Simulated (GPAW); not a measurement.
Here is a GPAW 26.7.0 calculation.

The input run.py:

```python
from ase.dft.bandgap import bandgap
from ase.io import read, write
from ase.units import GPa
from gpaw import GPAW, PW

atoms = read('CuAu.xyz')

calc = GPAW(mode=PW(450),
            xc='PBE',
            kpts={'size': (9, 9, 9), 'gamma': True},
            occupations={'name': 'fermi-dirac', 'width': 0.05},
            nbands=23,
            maxiter=120,
            txt='gpaw.txt')
atoms.calc = calc
energy = atoms.get_potential_energy()
forces = atoms.get_forces()
stress = atoms.get_stress()
calc.write('gs.gpw')
write('result.traj', atoms)
print(f'Energy: {energy:.6f} eV')
print('Forces (eV/A):')
print(forces.round(4))
print('Stress (GPa):', (stress / GPa).round(3))
print('Fermi level:', round(calc.get_fermi_level(), 4), 'eV')
print(f'Gap: {bandgap(calc)[0]:.4f} eV, direct: {bandgap(calc, direct=True)[0]:.4f} eV')
```

The input CuAu.xyz:

```xyz
2
Lattice="1.4430568479 0.8331492596 4.2561707609 -1.4430568479 0.8331492596 4.2561707609 0.0000000000 -1.6662985192 4.2561707609" Properties=species:S:1:pos:R:3 pbc="T T T"
Au     0.0000000000      0.0000000000      0.0000000000
Cu     0.0000000000      0.0000000000      6.3842561414
```

Potentials or basis: GPAW PAW data sets (gpaw-data 1.2.1), pw.

Run with:

```console
$ OMP_NUM_THREADS=1 python run.py
```

Q: What does it give for the band gap on the k mesh?

A: None (metal or under the smearing width).

Q: Estimate the pressure.

A: -1.1 GPa.

Stress tensor (GPa, compression positive):
```
-2.46  0.00  0.00
 0.00 -2.46  0.00
 0.00  0.00  1.50
```

Caveat: with these Cu and Au data sets, volumes or pressures lay over 1.5 % or 2 GPa off other programs in two to four cells of ten; the cutoff is short for stress and forces, so pressures can be off by a GPa or more; the program warned that so skewed a cell can give wrong results. Spin-orbit coupling is left out, which matters for the levels of Au.
